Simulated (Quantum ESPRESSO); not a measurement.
# SiC (Moissanite 6H): band structure with PBE+D3(BJ)

Crystal: SiC (Moissanite 6H).

```xyz
12
Lattice="2.9659 0.0000 0.0000 -1.4829 2.5685 0.0000 0.0000 0.0000 14.5372" Properties=species:S:1:pos:R:3 pbc="T T T"
Si    1.4829    0.8562    6.6624
Si    0.0000    1.7124   13.9310
Si    1.4829    0.8562   11.5091
Si    0.0000    1.7124    4.2405
Si    0.0000    0.0000    9.0857
Si    0.0000    0.0000    1.8171
C     1.4829    0.8562    4.8452
C     0.0000    1.7124   12.1138
C     1.4829    0.8562    9.6919
C     0.0000    1.7124    2.4233
C     0.0000    0.0000    7.2686
C     0.0000    0.0000    0.0000
```

The cell isn't the ideal one: volume scaled by 0.88.

```
Program             : Quantum ESPRESSO 7.5
Task                : band structure
Functional          : PBE
Dispersion          : D3(BJ)
Potentials or basis : GBRV 1.5 PBE
Cutoff              : 612 eV
Density cutoff      : 4898 eV
k mesh              : 10 × 10 × 2
Occupations         : fermi-dirac, width 0.1 eV
Spin                : no spin polarisation
Mixing beta         : 0.5
Most SCF iterations : 120
SCF threshold       : 2.4e-09 Ry
```

```yaml
Pressure: 29.0 GPa
Largest_force: 0.165 eV/Å
Band_gap_on_the_k_mesh: 2.00 eV, indirect (least direct gap 3.12 eV)
Band_gap_along_the_path: 2.00 eV, indirect (least direct gap 3.12 eV)
```

Forces in eV/Å, atoms in the order of the input:
```
Si   0.000  0.000  0.082
Si   0.000  0.000  0.082
Si   0.000  0.000  0.040
Si   0.000  0.000  0.040
Si   0.000  0.000  0.033
Si   0.000  0.000  0.033
C    0.000  0.000 -0.022
C    0.000  0.000 -0.022
C    0.000  0.000  0.033
C    0.000  0.000  0.033
C    0.000  0.000 -0.165
C    0.000  0.000 -0.165
```

Stress tensor (GPa, compression positive):
```
28.70  0.00  0.00
 0.00 28.70  0.00
 0.00  0.00 29.55
```

Levels at the corners of the path, in eV from the valence-band top:
| point | band 22 | band 23 | band 24 | band 25 | band 26 | band 27 |
| --- | --- | --- | --- | --- | --- | --- |
| Γ | -0.05 | 0.00 | 0.00 | 6.19 | 6.35 | 6.81 |
| M | -1.87 | -1.77 | -1.12 | 2.00 | 2.25 | 3.42 |
| K | -2.35 | -2.17 | -2.17 | 3.54 | 3.54 | 3.95 |
| Γ | -0.05 | 0.00 | 0.00 | 6.19 | 6.35 | 6.81 |
| A | -0.10 | -0.10 | -0.10 | 6.25 | 6.25 | 7.02 |
| L | -1.80 | -1.35 | -1.35 | 2.07 | 2.07 | 3.63 |
| H | -2.83 | -2.39 | -2.39 | 3.71 | 3.71 | 4.54 |
| A | -0.10 | -0.10 | -0.10 | 6.25 | 6.25 | 7.02 |
| L | -1.80 | -1.35 | -1.35 | 2.07 | 2.07 | 3.63 |
| M | -1.87 | -1.77 | -1.12 | 2.00 | 2.25 | 3.42 |
| K | -2.35 | -2.17 | -2.17 | 3.54 | 3.54 | 3.95 |
| H | -2.83 | -2.39 | -2.39 | 3.71 | 3.71 | 4.54 |

Wall time 3 min on 1 thread of AMD EPYC 7B13 (Zen 3), on a shared host, peak memory 0.4 GiB.

Caveat: some levels on the path didn't converge.
